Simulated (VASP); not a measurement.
# InP (Fm-3m) in VASP: further runs, part 5 of 7

VASP 6.6.1.

**60. Equation of state, PBEsol, 20.59 Å³/atom**

INCAR

```
PREC     = Accurate       # precision mode
ENCUT    = 400            # plane-wave cutoff, eV
EDIFF    = 1E-6           # SCF threshold, eV
ISMEAR   = 0              # smearing method
SIGMA    = 0.05           # smearing width, eV
LREAL    = F              # projectors in reciprocal space
LASPH    = F              # aspherical terms in the spheres
NELM     = 100            # most SCF steps
ALGO     = Normal         # electronic algorithm
ISIF     = 2              # what is computed and relaxed
LWAVE    = F              # write WAVECAR
LCHARG   = F              # write CHGCAR
GGA      = PS             # functional
ADDGRID  = F
```

KPOINTS

```
Automatic mesh
0
Gamma
  5 5 5
```

POSCAR

```
InP
1.0
    0.0000000000      2.7408640675      2.7408640675
    2.7408640675      0.0000000000      2.7408640675
    2.7408640675      2.7408640675      0.0000000000
In P
1 1
Direct
    0.0000000000      0.0000000000      0.0000000000
    0.5000000000      0.5000000000      0.5000000000
```

Potentials or basis: VASP PAW PBE potentials, release 64 (In_d, P).

On the command line:

```sh
$ cat potpaw_PBE.64/In_d/POTCAR potpaw_PBE.64/P/POTCAR > POTCAR
$ mpirun -np 1 vasp_std > vasp.out
```

Wall time 2.4 s (1 thread of Intel Xeon 6975P-C (Granite Rapids), shared host); peak memory 0.15 GiB.

These settings aren't checked as converged: the numbers below hold their error.

Results:

- Free energy: -8.7708 eV
- Pressure: -0.9 GPa
- Band gap on the k mesh: none (metal or under the smearing width)

Caveat: the k mesh is coarse (spacing up to 0.40 Å⁻¹), so the values aren't converged; the PAW data sets were made with another functional, which shifts forces and pressure a little.

**61. Equation of state, PBEsol, 21.86 Å³/atom**

INCAR is that of step 60.

KPOINTS is that of step 60.

POSCAR

```
InP
1.0
    0.0000000000      2.7962499810      2.7962499810
    2.7962499810      0.0000000000      2.7962499810
    2.7962499810      2.7962499810      0.0000000000
In P
1 1
Direct
    0.0000000000      0.0000000000      0.0000000000
    0.5000000000      0.5000000000      0.5000000000
```

On the command line:

```sh
$ cat potpaw_PBE.64/In_d/POTCAR potpaw_PBE.64/P/POTCAR > POTCAR
$ mpirun -np 1 vasp_std > vasp.out
```

Run time: 2.4 s. Hardware: 1 thread of Intel Xeon 6975P-C (Granite Rapids), shared host; peak memory 0.15 GiB.

The run converged, but some of its settings lie outside the range that counts as converged, so its numbers aren't taken as properties of the crystal.

Results:

```yaml
Free_energy: -8.7225 eV
Pressure: -5.1 GPa
Band_gap_on_the_k_mesh: none (metal or under the smearing width)
```

Caveat: the k mesh is coarse (spacing up to 0.39 Å⁻¹), so the values aren't converged; the PAW data sets were made with another functional, which shifts forces and pressure a little.

**62. Equation of state, PBEsol, 20.59 Å³/atom**

INCAR

```
PREC     = Normal         # precision mode
ENCUT    = 400            # plane-wave cutoff, eV
EDIFF    = 1E-4           # SCF threshold, eV
ISMEAR   = 0              # smearing method
SIGMA    = 0.05           # smearing width, eV
LREAL    = Auto         
LASPH    = T              # aspherical terms in the spheres
NELM     = 100            # most SCF steps
ALGO     = Normal         # electronic algorithm
ISIF     = 2              # what is computed and relaxed
LWAVE    = F              # write WAVECAR
LCHARG   = F              # write CHGCAR
GGA      = PS             # functional
ADDGRID  = F
```

KPOINTS is that of step 61.

POSCAR

```
InP
1.0
    0.0000000000      2.7408640675      2.7408640675
    2.7408640675      0.0000000000      2.7408640675
    2.7408640675      2.7408640675      0.0000000000
In P
1 1
Direct
    0.0000000000      0.0000000000      0.0000000000
    0.5000000000      0.5000000000      0.5000000000
```

On the command line:

```sh
$ cat potpaw_PBE.64/In_d/POTCAR potpaw_PBE.64/P/POTCAR > POTCAR
$ mpirun -np 1 vasp_std > vasp.out
```

Run time: 1.8 s. Hardware: 1 thread of Intel Xeon 6975P-C (Granite Rapids), shared host; peak memory 0.12 GiB.

The run converged, but some of its settings lie outside the range that counts as converged, so its numbers aren't taken as properties of the crystal.

Results:

| Quantity | Value |
| --- | --- |
| Free energy | -8.7718 eV |
| Pressure | -0.8 GPa |
| Band gap on the k mesh | none (metal or under the smearing width) |

Caveat: the k mesh is coarse (spacing up to 0.40 Å⁻¹), so the values aren't converged; the PAW data sets were made with another functional, which shifts forces and pressure a little.

**63. Equation of state, PBEsol, 21.86 Å³/atom**

INCAR is that of step 62.

KPOINTS is that of step 62.

POSCAR

```
InP
1.0
    0.0000000000      2.7962499810      2.7962499810
    2.7962499810      0.0000000000      2.7962499810
    2.7962499810      2.7962499810      0.0000000000
In P
1 1
Direct
    0.0000000000      0.0000000000      0.0000000000
    0.5000000000      0.5000000000      0.5000000000
```

Potentials or basis: VASP PAW PBE potentials, release 64 (In_d, P).

On the command line:

```sh
$ cat potpaw_PBE.64/In_d/POTCAR potpaw_PBE.64/P/POTCAR > POTCAR
$ mpirun -np 1 vasp_std > vasp.out
```

Run time: 1.9 s. Hardware: 1 thread of Intel Xeon 6975P-C (Granite Rapids), shared host; peak memory 0.12 GiB.

These settings aren't checked as converged: the numbers below hold their error.

What came out:

| Property | Result |
| --- | --- |
| Free energy | -8.7230 eV |
| Pressure | -4.9 GPa |
| Band gap on the k mesh | none (metal or under the smearing width) |

Caveat: the k mesh is coarse (spacing up to 0.39 Å⁻¹), so the values aren't converged; the PAW data sets were made with another functional, which shifts forces and pressure a little.

**64. Equation of state, PBEsol, 20.59 Å³/atom**

INCAR

```
PREC     = Accurate       # precision mode
ENCUT    = 300            # plane-wave cutoff, eV
EDIFF    = 1E-6           # SCF threshold, eV
ISMEAR   = 0              # smearing method
SIGMA    = 0.05           # smearing width, eV
LREAL    = F              # projectors in reciprocal space
LASPH    = T              # aspherical terms in the spheres
NELM     = 100            # most SCF steps
ALGO     = Normal         # electronic algorithm
ISIF     = 2              # what is computed and relaxed
LWAVE    = F              # write WAVECAR
LCHARG   = F              # write CHGCAR
GGA      = PS             # functional
ADDGRID  = F
```

KPOINTS

```
Automatic mesh
0
Gamma
  6 6 6
```

POSCAR

```
InP
1.0
    0.0000000000      2.7408640675      2.7408640675
    2.7408640675      0.0000000000      2.7408640675
    2.7408640675      2.7408640675      0.0000000000
In P
1 1
Direct
    0.0000000000      0.0000000000      0.0000000000
    0.5000000000      0.5000000000      0.5000000000
```

On the command line:

```sh
$ cat potpaw_PBE.64/In_d/POTCAR potpaw_PBE.64/P/POTCAR > POTCAR
$ mpirun -np 1 vasp_std > vasp.out
```

Wall time 2.3 s (1 thread of Intel Xeon 6975P-C (Granite Rapids), shared host); peak memory 0.13 GiB.

The run converged, but some of its settings lie outside the range that counts as converged, so its numbers aren't taken as properties of the crystal.

What came out:

* Free energy: -8.8032 eV
* Pressure: -1.2 GPa
* Band gap on the k mesh: none (metal or under the smearing width)

Caveat: the cutoff is under 1.25 times the usual one of these potentials, so pressure, stress and relaxed cells hold a basis-set (Pulay) error; the PAW data sets were made with another functional, which shifts forces and pressure a little.

**65. Equation of state, PBEsol, 21.86 Å³/atom**

INCAR is that of step 64.

KPOINTS is that of step 64.

POSCAR

```
InP
1.0
    0.0000000000      2.7962499810      2.7962499810
    2.7962499810      0.0000000000      2.7962499810
    2.7962499810      2.7962499810      0.0000000000
In P
1 1
Direct
    0.0000000000      0.0000000000      0.0000000000
    0.5000000000      0.5000000000      0.5000000000
```

On the command line:

```sh
$ cat potpaw_PBE.64/In_d/POTCAR potpaw_PBE.64/P/POTCAR > POTCAR
$ mpirun -np 1 vasp_std > vasp.out
```

Run time: 2.3 s. Hardware: 1 thread of Intel Xeon 6975P-C (Granite Rapids), shared host; peak memory 0.13 GiB.

The run converged, but some of its settings lie outside the range that counts as converged, so its numbers aren't taken as properties of the crystal.

What came out:

| Property | Result |
| --- | --- |
| Free energy | -8.7553 eV |
| Pressure | -5.4 GPa |
| Band gap on the k mesh | none (metal or under the smearing width) |

Caveat: the cutoff is under 1.25 times the usual one of these potentials, so pressure, stress and relaxed cells hold a basis-set (Pulay) error; the PAW data sets were made with another functional, which shifts forces and pressure a little.

**66. Equation of state, PBEsol, 20.59 Å³/atom**

Edit INCAR of step 65 so:

```diff
@@ -1,3 +1,3 @@
 PREC     = Accurate       # precision mode
-ENCUT    = 300            # plane-wave cutoff, eV
+ENCUT    = 250            # plane-wave cutoff, eV
 EDIFF    = 1E-6           # SCF threshold, eV
```

KPOINTS

```
Automatic mesh
0
Gamma
  7 7 7
```

POSCAR

```
InP
1.0
    0.0000000000      2.7408640675      2.7408640675
    2.7408640675      0.0000000000      2.7408640675
    2.7408640675      2.7408640675      0.0000000000
In P
1 1
Direct
    0.0000000000      0.0000000000      0.0000000000
    0.5000000000      0.5000000000      0.5000000000
```

Potentials or basis: VASP PAW PBE potentials, release 64 (In_d, P).

On the command line:

```sh
$ cat potpaw_PBE.64/In_d/POTCAR potpaw_PBE.64/P/POTCAR > POTCAR
$ mpirun -np 1 vasp_std > vasp.out
```

Wall time 2.3 s (1 thread of Intel Xeon 6975P-C (Granite Rapids), shared host); peak memory 0.12 GiB.

The run converged, but a check on its numbers failed (symmetry, net force, bounds or a known fault of this set-up), so they aren't taken as properties of the crystal.

Caveat: the cutoff lies under the usual one of these potentials, so the numbers hold a large basis-set error; the PAW data sets were made with another functional, which shifts forces and pressure a little.

**67. Equation of state, PBEsol, 21.86 Å³/atom**

INCAR is that of step 66.

KPOINTS is that of step 66.

POSCAR

```
InP
1.0
    0.0000000000      2.7962499810      2.7962499810
    2.7962499810      0.0000000000      2.7962499810
    2.7962499810      2.7962499810      0.0000000000
In P
1 1
Direct
    0.0000000000      0.0000000000      0.0000000000
    0.5000000000      0.5000000000      0.5000000000
```

On the command line:

```sh
$ cat potpaw_PBE.64/In_d/POTCAR potpaw_PBE.64/P/POTCAR > POTCAR
$ mpirun -np 1 vasp_std > vasp.out
```

Run time: 2.4 s. Hardware: 1 thread of Intel Xeon 6975P-C (Granite Rapids), shared host; peak memory 0.12 GiB.

The run converged, but a check on its numbers failed (symmetry, net force, bounds or a known fault of this set-up), so they aren't taken as properties of the crystal.

Caveat: the cutoff lies under the usual one of these potentials, so the numbers hold a large basis-set error; the PAW data sets were made with another functional, which shifts forces and pressure a little.

**68. Equation of state, PBEsol, 20.59 Å³/atom**

Edit INCAR of step 67 so:

```diff
@@ -1,3 +1,3 @@
 PREC     = Accurate       # precision mode
-ENCUT    = 250            # plane-wave cutoff, eV
+ENCUT    = 500            # plane-wave cutoff, eV
 EDIFF    = 1E-6           # SCF threshold, eV
```

KPOINTS

```
Automatic mesh
0
Gamma
  5 5 5
```

POSCAR

```
InP
1.0
    0.0000000000      2.7408640675      2.7408640675
    2.7408640675      0.0000000000      2.7408640675
    2.7408640675      2.7408640675      0.0000000000
In P
1 1
Direct
    0.0000000000      0.0000000000      0.0000000000
    0.5000000000      0.5000000000      0.5000000000
```

On the command line:

```sh
$ cat potpaw_PBE.64/In_d/POTCAR potpaw_PBE.64/P/POTCAR > POTCAR
$ mpirun -np 1 vasp_std > vasp.out
```

It took 3 s on 1 thread of Intel Xeon 6975P-C (Granite Rapids), shared host; peak memory 0.15 GiB.

The run converged, but some of its settings lie outside the range that counts as converged, so its numbers aren't taken as properties of the crystal.

What came out:

```
Free energy            : -8.7709 eV
Pressure               : -0.9 GPa
Band gap on the k mesh : none (metal or under the smearing width)
```

Caveat: the k mesh is coarse (spacing up to 0.40 Å⁻¹), so the values aren't converged; the PAW data sets were made with another functional, which shifts forces and pressure a little.

**69. Equation of state, PBEsol, 21.86 Å³/atom**

INCAR is that of step 68.

KPOINTS is that of step 68.

POSCAR

```
InP
1.0
    0.0000000000      2.7962499810      2.7962499810
    2.7962499810      0.0000000000      2.7962499810
    2.7962499810      2.7962499810      0.0000000000
In P
1 1
Direct
    0.0000000000      0.0000000000      0.0000000000
    0.5000000000      0.5000000000      0.5000000000
```

Potentials or basis: VASP PAW PBE potentials, release 64 (In_d, P).

On the command line:

```sh
$ cat potpaw_PBE.64/In_d/POTCAR potpaw_PBE.64/P/POTCAR > POTCAR
$ mpirun -np 1 vasp_std > vasp.out
```

It took 3.6 s on 1 thread of Intel Xeon 6975P-C (Granite Rapids), shared host; peak memory 0.16 GiB.

These settings aren't checked as converged: the numbers below hold their error.

Results:

| Quantity | Value |
| --- | --- |
| Free energy | -8.7227 eV |
| Pressure | -5.1 GPa |
| Band gap on the k mesh | none (metal or under the smearing width) |

Caveat: the k mesh is coarse (spacing up to 0.39 Å⁻¹), so the values aren't converged; the PAW data sets were made with another functional, which shifts forces and pressure a little.

**70. Equation of state, PBEsol, 20.59 Å³/atom**

Edit INCAR of step 69 so:

```diff
@@ -1,3 +1,3 @@
 PREC     = Accurate       # precision mode
-ENCUT    = 500            # plane-wave cutoff, eV
+ENCUT    = 350            # plane-wave cutoff, eV
 EDIFF    = 1E-6           # SCF threshold, eV
```

KPOINTS

```
Automatic mesh
0
Gamma
  6 6 6
```

POSCAR

```
InP
1.0
    0.0000000000      2.7408640675      2.7408640675
    2.7408640675      0.0000000000      2.7408640675
    2.7408640675      2.7408640675      0.0000000000
In P
1 1
Direct
    0.0000000000      0.0000000000      0.0000000000
    0.5000000000      0.5000000000      0.5000000000
```

On the command line:

```sh
$ cat potpaw_PBE.64/In_d/POTCAR potpaw_PBE.64/P/POTCAR > POTCAR
$ mpirun -np 1 vasp_std > vasp.out
```

Run time: 2.3 s. Hardware: 1 thread of Intel Xeon 6975P-C (Granite Rapids), shared host; peak memory 0.13 GiB.

These settings aren't checked as converged: the numbers below hold their error.

What came out:

| Quantity | Value |
| --- | --- |
| Free energy | -8.8043 eV |
| Pressure | -1.1 GPa |
| Band gap on the k mesh | none (metal or under the smearing width) |

Caveat: the PAW data sets were made with another functional, which shifts forces and pressure a little.

**71. Equation of state, PBEsol, 21.86 Å³/atom**

INCAR is that of step 70.

KPOINTS is that of step 70.

POSCAR

```
InP
1.0
    0.0000000000      2.7962499810      2.7962499810
    2.7962499810      0.0000000000      2.7962499810
    2.7962499810      2.7962499810      0.0000000000
In P
1 1
Direct
    0.0000000000      0.0000000000      0.0000000000
    0.5000000000      0.5000000000      0.5000000000
```

On the command line:

```sh
$ cat potpaw_PBE.64/In_d/POTCAR potpaw_PBE.64/P/POTCAR > POTCAR
$ mpirun -np 1 vasp_std > vasp.out
```

Run time: 2.3 s. Hardware: 1 thread of Intel Xeon 6975P-C (Granite Rapids), shared host; peak memory 0.13 GiB.

These settings aren't checked as converged: the numbers below hold their error.

What came out:

```
Free energy            : -8.7564 eV
Pressure               : -5.3 GPa
Band gap on the k mesh : none (metal or under the smearing width)
```

Caveat: the PAW data sets were made with another functional, which shifts forces and pressure a little.

**72. Equation of state, PBEsol, 20.59 Å³/atom**

Edit INCAR of step 71 so:

```diff
@@ -1,3 +1,3 @@
 PREC     = Accurate       # precision mode
-ENCUT    = 350            # plane-wave cutoff, eV
+ENCUT    = 400            # plane-wave cutoff, eV
 EDIFF    = 1E-6           # SCF threshold, eV
```

KPOINTS is that of step 71.

POSCAR

```
InP
1.0
    0.0000000000      2.7408640675      2.7408640675
    2.7408640675      0.0000000000      2.7408640675
    2.7408640675      2.7408640675      0.0000000000
In P
1 1
Direct
    0.0000000000      0.0000000000      0.0000000000
    0.5000000000      0.5000000000      0.5000000000
```

Potentials or basis: VASP PAW PBE potentials, release 64 (In_d, P).

On the command line:

```sh
$ cat potpaw_PBE.64/In_d/POTCAR potpaw_PBE.64/P/POTCAR > POTCAR
$ mpirun -np 1 vasp_std > vasp.out
```

Run time: 4.2 s. Hardware: 1 thread of Intel Xeon 6975P-C (Granite Rapids), shared host; peak memory 0.15 GiB.

The run converged, but some of its settings lie outside the range that counts as converged, so its numbers aren't taken as properties of the crystal.

Results:

```yaml
Free_energy: -8.8059 eV
Pressure: -0.9 GPa
Band_gap_on_the_k_mesh: none (metal or under the smearing width)
```

Caveat: the PAW data sets were made with another functional, which shifts forces and pressure a little.

**73. Equation of state, PBEsol, 21.86 Å³/atom**

INCAR is that of step 72.

KPOINTS is that of step 72.

POSCAR

```
InP
1.0
    0.0000000000      2.7962499810      2.7962499810
    2.7962499810      0.0000000000      2.7962499810
    2.7962499810      2.7962499810      0.0000000000
In P
1 1
Direct
    0.0000000000      0.0000000000      0.0000000000
    0.5000000000      0.5000000000      0.5000000000
```

On the command line:

```sh
$ cat potpaw_PBE.64/In_d/POTCAR potpaw_PBE.64/P/POTCAR > POTCAR
$ mpirun -np 1 vasp_std > vasp.out
```

It took 3.8 s on 1 thread of Intel Xeon 6975P-C (Granite Rapids), shared host; peak memory 0.15 GiB.

These settings aren't checked as converged: the numbers below hold their error.

What came out:

```yaml
Free_energy: -8.7580 eV
Pressure: -5.1 GPa
Band_gap_on_the_k_mesh: none (metal or under the smearing width)
```

Caveat: the PAW data sets were made with another functional, which shifts forces and pressure a little.

**74. Equation of state, PBEsol, 20.59 Å³/atom**

Edit INCAR of step 73 so:

```diff
@@ -1,3 +1,3 @@
 PREC     = Accurate       # precision mode
-ENCUT    = 400            # plane-wave cutoff, eV
+ENCUT    = 300            # plane-wave cutoff, eV
 EDIFF    = 1E-6           # SCF threshold, eV
```

KPOINTS

```
Automatic mesh
0
Gamma
  7 7 7
```

POSCAR

```
InP
1.0
    0.0000000000      2.7408640675      2.7408640675
    2.7408640675      0.0000000000      2.7408640675
    2.7408640675      2.7408640675      0.0000000000
In P
1 1
Direct
    0.0000000000      0.0000000000      0.0000000000
    0.5000000000      0.5000000000      0.5000000000
```

On the command line:

```sh
$ cat potpaw_PBE.64/In_d/POTCAR potpaw_PBE.64/P/POTCAR > POTCAR
$ mpirun -np 1 vasp_std > vasp.out
```

Wall time 2.6 s (1 thread of Intel Xeon 6975P-C (Granite Rapids), shared host); peak memory 0.13 GiB.

These settings aren't checked as converged: the numbers below hold their error.

What came out:

```
Free energy            : -8.7982 eV
Pressure               : -1.4 GPa
Band gap on the k mesh : none (metal or under the smearing width)
```

Caveat: the cutoff is under 1.25 times the usual one of these potentials, so pressure, stress and relaxed cells hold a basis-set (Pulay) error; the PAW data sets were made with another functional, which shifts forces and pressure a little.

**75. Equation of state, PBEsol, 21.86 Å³/atom**

INCAR is that of step 74.

KPOINTS is that of step 74.

POSCAR

```
InP
1.0
    0.0000000000      2.7962499810      2.7962499810
    2.7962499810      0.0000000000      2.7962499810
    2.7962499810      2.7962499810      0.0000000000
In P
1 1
Direct
    0.0000000000      0.0000000000      0.0000000000
    0.5000000000      0.5000000000      0.5000000000
```

Potentials or basis: VASP PAW PBE potentials, release 64 (In_d, P).

On the command line:

```sh
$ cat potpaw_PBE.64/In_d/POTCAR potpaw_PBE.64/P/POTCAR > POTCAR
$ mpirun -np 1 vasp_std > vasp.out
```

It took 2.6 s on 1 thread of Intel Xeon 6975P-C (Granite Rapids), shared host; peak memory 0.13 GiB.

The run converged, but some of its settings lie outside the range that counts as converged, so its numbers aren't taken as properties of the crystal.

What came out:

| Quantity | Value |
| --- | --- |
| Free energy | -8.7476 eV |
| Pressure | -5.6 GPa |
| Band gap on the k mesh | none (metal or under the smearing width) |

Caveat: the cutoff is under 1.25 times the usual one of these potentials, so pressure, stress and relaxed cells hold a basis-set (Pulay) error; the PAW data sets were made with another functional, which shifts forces and pressure a little.

**76. Equation of state, PBEsol, 20.59 Å³/atom**

Edit INCAR of step 75 so:

```diff
@@ -1,3 +1,3 @@
 PREC     = Accurate       # precision mode
-ENCUT    = 300            # plane-wave cutoff, eV
+ENCUT    = 600            # plane-wave cutoff, eV
 EDIFF    = 1E-6           # SCF threshold, eV
```

KPOINTS

```
Automatic mesh
0
Gamma
  5 5 5
```

POSCAR

```
InP
1.0
    0.0000000000      2.7408640675      2.7408640675
    2.7408640675      0.0000000000      2.7408640675
    2.7408640675      2.7408640675      0.0000000000
In P
1 1
Direct
    0.0000000000      0.0000000000      0.0000000000
    0.5000000000      0.5000000000      0.5000000000
```

On the command line:

```sh
$ cat potpaw_PBE.64/In_d/POTCAR potpaw_PBE.64/P/POTCAR > POTCAR
$ mpirun -np 1 vasp_std > vasp.out
```

It took 3.4 s on 1 thread of Intel Xeon 6975P-C (Granite Rapids), shared host; peak memory 0.16 GiB.

These settings aren't checked as converged: the numbers below hold their error.

Results:

* Free energy: -8.7714 eV
* Pressure: -0.8 GPa
* Band gap on the k mesh: none (metal or under the smearing width)

Caveat: the k mesh is coarse (spacing up to 0.40 Å⁻¹), so the values aren't converged; the PAW data sets were made with another functional, which shifts forces and pressure a little.

[end of part 5 of 7]
